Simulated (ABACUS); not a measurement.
# Nb (Im-3m) in ABACUS: reference runs

How does Nb come out in PBE? The cell is run as given and disturbed.

Everything below comes from runs of ABACUS 3.10.1. Logs are shortened: lines on timing, memory, paths and dates and some standing lists are left out, and cuts for length are marked.

## (1) Starting point

The structure is cubic, space group Im-3m (No. 229). Conventional cell: a = 3.328 Å, b = 3.328 Å, c = 3.328 Å, α = 90.00°, β = 90.00°, γ = 90.00°. Nb (site symmetry m-3m) has 8 Nb at 2.88 Å as nearest neighbours.

## (2) Single point, PBE

File INPUT:

```
INPUT_PARAMETERS
suffix              Nb
calculation         scf
basis_type          pw
pseudo_dir          ./
symmetry            1
dft_functional      pbe
ecutwfc             82
pseudo_rcut         10
nspin               1
nbands              11
ks_solver           dav
smearing_method     fd
smearing_sigma      0.00367493
scf_thr             1e-08
scf_nmax            100
mixing_type         broyden
mixing_beta         0.7
cal_force           1
cal_stress          1
kpar                4
```

File STRU:

```
ATOMIC_SPECIES
Nb 92.9064 Nb.upf

LATTICE_CONSTANT
1.8897261246

LATTICE_VECTORS
-1.6639500000 1.6639500000 1.6639500000
1.6639500000 -1.6639500000 1.6639500000
1.6639500000 1.6639500000 -1.6639500000

ATOMIC_POSITIONS
Direct

Nb
0.0
1
0.0000000000 0.0000000000 0.0000000000 1 1 1
```

File KPT:

```
K_POINTS
0
Gamma
11 11 11 0 0 0
```

Potentials or basis: PseudoDojo NC SR 0.4.1 PBE standard, plane waves.

Started as:

```
> OMP_NUM_THREADS=1 mpirun -np 4 abacus > log
```

running log:

```text
ABACUS v3.10.1

               Atomic-orbital Based Ab-initio Computation at UStc

 ------------------------------------------------------------------------------------

 READING GENERAL INFORMATION
                           global_out_dir = OUT.Nb/
                           global_in_card = INPUT
                               pseudo_dir = ./
                              orbital_dir =
                                    DSIZE = 4
                                    GSIZE = 1

 READING UNITCELL INFORMATION
                                    ntype = 1
                  lattice constant (Bohr) = 1.88973
              lattice constant (Angstrom) = 1

 READING ATOM TYPE 1
                               atom label = Nb
                      L=0, number of zeta = 1
                      L=1, number of zeta = 1
                      L=2, number of zeta = 1
             number of atom for this type = 1

                        TOTAL ATOM NUMBER = 1
DIRECT COORDINATES
    atom                   x                   y                   z     mag                  vx                  vy                  vz
taud_Nb1            0.0000000000        0.0000000000        0.0000000000  0.0000        0.0000000000        0.0000000000        0.0000000000

                          Volume (Bohr^3) = 124.359
                             Volume (A^3) = 18.4281

 Lattice vectors: (Cartesian coordinate: in unit of a_0)
             -1.66395            +1.66395            +1.66395
             +1.66395            -1.66395            +1.66395
             +1.66395            +1.66395            -1.66395
 Reciprocal vectors: (Cartesian coordinate: in unit of 2 pi/a_0)
                   +0            +0.30049            +0.30049
             +0.30049                  +0            +0.30049
             +0.30049            +0.30049                  +0
 The esolver type has been set to : ksdft_pw

                PAO radial cut off (Bohr) = 10

 Read in pseudopotential file is Nb.upf
                     pseudopotential type = NC
          exchange-correlation functional = PBE
                 nonlocal core correction = 1
                        valence electrons = 13
                                     lmax = 2
                           number of zeta = 4
[... 5 lines left out ...]
                           L of projector = 2
                           L of projector = 2
     initial pseudo atomic orbital number = 10

 SETUP THE ELECTRONS NUMBER
            electron number of element Nb = 13
      total electron number of element Nb = 13
            AUTOSET number of electrons:  = 13
                           occupied bands = 7
                                   NBANDS = 11
                                   NLOCAL = 9

%%%%%%%%%%%%%%%%%%%%%%%%%%%%%%%%%%%%%%%%%%%%%%%%%%%%%%%%%%%%%%%%%%%%%%%%%%%%%%%%%%%%%%%%%%%%%%%%%%%%%%%%%%
 Warning: the number of valence electrons in pseudopotential > 5 for Nb: [Kr] 4d4 5s1
 Pseudopotentials with additional electrons can yield (more) accurate outcomes, but may be less efficient.
 If you're confident that your chosen pseudopotential is appropriate, you can safely ignore this warning.
%%%%%%%%%%%%%%%%%%%%%%%%%%%%%%%%%%%%%%%%%%%%%%%%%%%%%%%%%%%%%%%%%%%%%%%%%%%%%%%%%%%%%%%%%%%%%%%%%%%%%%%%%%

 SETUP THE PLANE WAVE BASIS
 energy cutoff for charge/potential (unit:Ry) = 328
            fft grid for charge/potential = [ 32, 32, 32 ]
                        fft grid division = [ 1, 1, 1 ]
        big fft grid for charge/potential = [ 32, 32, 32 ]
                                     nbxx = 32768
                                     nrxx = 32768

 SETUP PLANE WAVES FOR CHARGE/POTENTIAL
                    number of plane waves = 12527
                         number of sticks = 731

 PARALLEL PW FOR CHARGE/POTENTIAL
     PROC   COLUMNS(POT)             PW
        1            731          12527
 --------------- sum -------------------
        1            731          12527
                            number of |g| = 153
                                  max |g| = 29.6165
                                  min |g| = 0

----------- Double Check Mixing Parameters Begin ------------
mixing_type: broyden
mixing_beta: 0.7
mixing_gg0: 1
mixing_gg0_min: 0.1
mixing_ndim: 8
----------- Double Check Mixing Parameters End ------------

 LATTICE VECTORS: (CARTESIAN COORDINATE: IN UNIT OF A0)
             -1.66395            +1.66395            +1.66395
             +1.66395            -1.66395            +1.66395
             +1.66395            +1.66395            -1.66395
                       right hand lattice = 1
                                   NORM_A = 2.88205
                                   NORM_B = 2.88205
                                   NORM_C = 2.88205
                           ALPHA (DEGREE) = 109.471
                           BETA  (DEGREE) = 109.471
                           GAMMA (DEGREE) = 109.471

 The lattice vectors have been changed (STRU_SIMPLE.cif)

(for optimal symmetric configuration:)
                             BRAVAIS TYPE = 2
                     BRAVAIS LATTICE NAME = 02. Cubic I (body-centered)
                                    ibrav = 2
                                    IBRAV = 2
                                  BRAVAIS = BODY CENTERED CUBIC
                       LATTICE CONSTANT A = 3.3279
Original cell was already a primitive cell.
                        ROTATION MATRICES = 48
              PURE POINT GROUP OPERATIONS = 48
                   SPACE GROUP OPERATIONS = 48
                              POINT GROUP = O_h
               POINT GROUP IN SPACE GROUP = O_h

 SETUP K-POINTS
                                    nspin = 1
                   Input type of k points = Monkhorst-Pack(Gamma)
                                   nkstot = 1331
                       right hand lattice = 1
(for reciprocal lattice: )
                             BRAVAIS TYPE = 3
                     BRAVAIS LATTICE NAME = 03. Cubic F (face-centered)
                                    ibrav = 3
                       right hand lattice = 1
(for k-lattice: )
                             BRAVAIS TYPE = 3
                     BRAVAIS LATTICE NAME = 03. Cubic F (face-centered)
                                    ibrav = 3
                       right hand lattice = 1
                        ROTATION MATRICES = 48
                               nkstot_ibz = 56
K-POINTS REDUCTION ACCORDING TO SYMMETRY
     IBZ    DIRECT_X    DIRECT_Y    DIRECT_Z  WEIGHT  ibz2bz
       1  0.00000000  0.00000000  0.00000000  0.0008       0
       2 -0.09090909  0.09090909  0.00000000  0.0090       1
       3 -0.18181818  0.18181818  0.00000000  0.0090       2
       4 -0.27272727  0.27272727  0.00000000  0.0090       3
       5 -0.36363636  0.36363636  0.00000000  0.0090       4
       6 -0.45454545  0.45454545  0.00000000  0.0090       5
[... 22 lines left out ...]
      29 -0.36363636  0.09090909  0.36363636  0.0180     172
      30 -0.36363636  0.27272727  0.18181818  0.0361     173
[... 26 further k points ...]

                               nkstot now = 56
[... K-POINTS DIRECT COORDINATES: 56 rows ...]

           k-point number in this process = 14
       minimum distributed K point number = 14
[... stars of the k points ...]

[... K-POINTS CARTESIAN COORDINATES: 14 rows ...]

[... K-POINTS DIRECT COORDINATES: 14 rows ...]

 SETUP PLANE WAVES FOR WAVE FUNCTIONS
     energy cutoff for wavefunc (unit:Ry) = 82
              fft grid for wave functions = [ 32, 32, 32 ]
                    number of plane waves = 2243
                         number of sticks = 229

 PARALLEL PW FOR WAVE FUNCTIONS
     PROC   COLUMNS(POT)             PW
        1            229           2243
 --------------- sum -------------------
        1            229           2243

 SETUP NONLOCAL PSEUDOPOTENTIALS IN PLANE WAVE BASIS
 Nb non-local projectors:
 projector 1 L=0
 projector 2 L=0
 projector 3 L=1
 projector 4 L=1
 projector 5 L=2
 projector 6 L=2
      TOTAL NUMBER OF NONLOCAL PROJECTORS = 18

 Init Non-Local PseudoPotential table :
 Init Non-Local-Pseudopotential done.

                                     npwx = 1568

 Make real space PAO into reciprocal space.
       max mesh points in Pseudopotential = 1001
     dq(describe PAO in reciprocal space) = 0.01
                                    max q = 1091

 number of pseudo atomic orbitals for Nb is 4
WARNING: norm of atomic wavefunction # 3 of atomic type Nb is 0.999884, renormalized
WARNING: norm of atomic wavefunction # 4 of atomic type Nb is 0.999302, renormalized

 -------------------------------------------
 SELF-CONSISTENT
 -------------------------------------------
                                 init_chg = atomic

 PW ALGORITHM --------------- ION=   1  ELEC=   1--------------------------------
 Notice: Threshold on eigenvalues was too large.
 hsover_error=0.13 > DRHO=0.091386
 Origin diag ethr = 0.01
 New diag ethr = 0.000702969

 Density error is 0.0933528262406
                          Error Threshold = 0.000702969380294
----------------------------------------------------------
     Energy           Rydberg                 eV
----------------------------------------------------------
 E_KohnSham     -124.5534498827      -1694.6366239624
 E_Harris       -126.3787716071      -1719.4714000968
 E_Fermi        1.3343153137         18.1542911947
----------------------------------------------------------

 PW ALGORITHM --------------- ION=   1  ELEC=   2--------------------------------

 Density error is 0.00219050139525
                          Error Threshold = 0.000718098663389
----------------------------------------------------------
     Energy           Rydberg                 eV
----------------------------------------------------------
 E_KohnSham     -124.5709596497      -1694.8748565642
 E_Harris       -124.4391313052      -1693.0812399210
 E_Fermi        1.2822900769         17.4464515352
----------------------------------------------------------
[... 27 lines left out ...]
 Density error is 5.38529382079e-08
                          Error Threshold = 8.98283125769e-09
----------------------------------------------------------
     Energy           Rydberg                 eV
----------------------------------------------------------
 E_KohnSham     -124.5713039198      -1694.8795405984
 E_Harris       -124.5716021758      -1694.8835985804
 E_Fermi        1.2847089193         17.4793615736
----------------------------------------------------------

 PW ALGORITHM --------------- ION=   1  ELEC=   6--------------------------------

 Density error is 1.25385938588e-09
                          Error Threshold = 4.1425337083e-10
----------------------------------------------------------
     Energy           Rydberg                 eV
----------------------------------------------------------
 E_KohnSham     -124.5713039225      -1694.8795406358
 E_KS(sigma->0) -124.5707646022      -1694.8722028071
 E_Harris       -124.5713368811      -1694.8799890611
 E_band         -5.2235513476        -71.0700621231
 E_one_elec     -15.8353124837       -215.4504793894
 E_Hartree      15.1736152961        206.4476272867
 E_xc           -26.1110883497       -355.2595825379
 E_Ewald        -97.7974397446       -1330.6024303378
 E_entropy(-TS) -0.0010786405        -0.0146756574
 E_descf        0.0000000000         0.0000000000
 E_exx          0.0000000000         0.0000000000
 E_Fermi        1.2846981020         17.4792143970
----------------------------------------------------------

 charge density convergence is achieved
 final etot is -1694.8795406 eV
 EFERMI = 17.479214397 eV

 STATE ENERGY(eV) AND OCCUPATIONS    NSPIN == 1
 1/14 kpoint (Cartesian) = 0.0000 0.0000 0.0000 (1553 pws)
       1       -36.8740     0.00150263
       2       -12.2360     0.00150263
       3       -12.2360     0.00150263
       4       -12.2360     0.00150263
       5        11.6453     0.00150263
       6        17.8811    4.85687e-07
       7        17.8811    4.85687e-07
       8        17.8811    4.85687e-07
       9        20.7114    1.26713e-31
      10        20.7114    1.26713e-31
      11        31.7462        0.00000

 2/14 kpoint (Cartesian) = 0.027317 -0.027317 0.0000 (1533 pws)
       1       -36.8566      0.0180316
       2       -12.3434      0.0180316
       3       -12.2689      0.0180316
       4       -12.2368      0.0180316
       5        11.9725      0.0180316
       6        17.6834    0.000298932
       7        17.8264    1.73865e-05
       8        18.1973    1.04416e-08
       9        20.4342    3.88200e-28
      10        20.7151    1.40953e-30
      11        31.9964        0.00000
[... 40 lines left out ...]
 6/14 kpoint (Cartesian) = 0.13659 -0.13659 0.0000 (1556 pws)
       1       -36.6540      0.0180316
       2       -13.4747      0.0180316
       3       -12.6281      0.0180316
       4       -12.2468      0.0180316
       5        13.9118      0.0180316
       6        15.9488      0.0180316
       7        19.4539    1.27051e-19
       8        20.7569    6.11662e-31
       9        21.3594    3.57679e-36
      10        23.4907    1.09879e-54
      11        29.2404        0.00000

[... levels at 8 further k points ...]

------------------------------------------------------------------------------------------
 TOTAL-FORCE (eV/Angstrom)
------------------------------------------------------------------------------------------
                       Nb1         0.0000000000         0.0000000000         0.0000000000
------------------------------------------------------------------------------------------

----------------------------------------------------------------
 TOTAL-STRESS (KBAR)
----------------------------------------------------------------
       -17.9863319662        -0.0000000000        -0.0000000000
        -0.0000000000       -17.9863319662         0.0000000000
         0.0000000000         0.0000000000       -17.9863319662
----------------------------------------------------------------
 TOTAL-PRESSURE: -17.986332 KBAR

 --------------------------------------------
 !FINAL_ETOT_IS -1694.8795406358319724 eV
 --------------------------------------------
```

It took 1.6 s on 4 MPI ranks of AMD EPYC 9R45 (Zen 5), shared host; peak memory 0.24 GiB.

What came out:

* Free energy: -1694.8795 eV
* Pressure: -1.8 GPa
* Band gap on the k mesh: none (metal or under the smearing width)

Levels at points of the mesh, in eV from the Fermi level:
| k point | band 3 | band 4 | band 5 | band 6 | band 7 | band 8 | band 9 |
| --- | --- | --- | --- | --- | --- | --- | --- |
| (0.00, 0.00, 0.00) | -29.72 | -29.72 | -5.83 | 0.40 | 0.40 | 0.40 | 3.23 |

## (3) Single point, PBE (cell strained at random at fixed volume)

Edit INPUT of step 2 so:

```diff
@@ -20,2 +20,4 @@
 cal_stress          1
-kpar                4
+out_chg             1
+out_pot             2
+out_elf             1
```

File STRU:

```
ATOMIC_SPECIES
Nb 92.9064 Nb.upf

LATTICE_CONSTANT
1.8897261246

LATTICE_VECTORS
-1.6548140000 1.6618910000 1.6630990000
1.6118880000 -1.6697760000 1.6280580000
1.7028480000 1.7178090000 -1.6709840000

ATOMIC_POSITIONS
Direct

Nb
0.0
1
-0.0028920000 -0.0076530000 0.0052760000 1 1 1
```

KPT is that of step 2.

Potentials or basis: PseudoDojo NC SR 0.4.1 PBE standard, plane waves.

Started as:

```
> OMP_NUM_THREADS=1 mpirun -np 4 abacus > log
```

running log:

```text
ABACUS v3.10.1

               Atomic-orbital Based Ab-initio Computation at UStc

 ------------------------------------------------------------------------------------

 READING GENERAL INFORMATION
                           global_out_dir = OUT.Nb/
                           global_in_card = INPUT
                               pseudo_dir = ./
                              orbital_dir =
                                    DSIZE = 4
                                    GSIZE = 1

 READING UNITCELL INFORMATION
                                    ntype = 1
                  lattice constant (Bohr) = 1.88973
              lattice constant (Angstrom) = 1

 READING ATOM TYPE 1
                               atom label = Nb
                      L=0, number of zeta = 1
[... 389 lines left out ...]
 6/666 kpoint (Cartesian) = -0.00016091 0.13482 0.13843 (388 pws)
       1       -36.6450     0.00300526
       2       -13.4729     0.00300526
       3       -12.6374     0.00300526
       4       -12.2216     0.00300526
       5        13.9156     0.00300526
       6        15.9977     0.00300526
       7        19.4598    2.58209e-20
       8        20.6579    1.01238e-30
       9        21.3700    6.60385e-37
      10        23.5000    2.08395e-55
      11        29.1803        0.00000

[... levels at 660 further k points ...]

------------------------------------------------------------------------------------------
 TOTAL-FORCE (eV/Angstrom)
------------------------------------------------------------------------------------------
                       Nb1         0.0000000000         0.0000000000         0.0000000000
------------------------------------------------------------------------------------------

----------------------------------------------------------------
 TOTAL-STRESS (KBAR)
----------------------------------------------------------------
       -14.9496385823        -6.9404253119         4.2079543588
        -6.9404253119       -33.3818506853         2.0225785717
         4.2079543588         2.0225785717        -8.3870151587
----------------------------------------------------------------
 TOTAL-PRESSURE: -18.906168 KBAR

 --------------------------------------------
 !FINAL_ETOT_IS -1694.8759268222829633 eV
 --------------------------------------------
```

Run time: 16 s. Hardware: 4 MPI ranks of AMD EPYC 9R45 (Zen 5), shared host; peak memory 0.4 GiB.

What came out:

```
Free energy            : -1694.8759 eV
Pressure               : -1.9 GPa
Band gap on the k mesh : none (metal or under the smearing width)
```
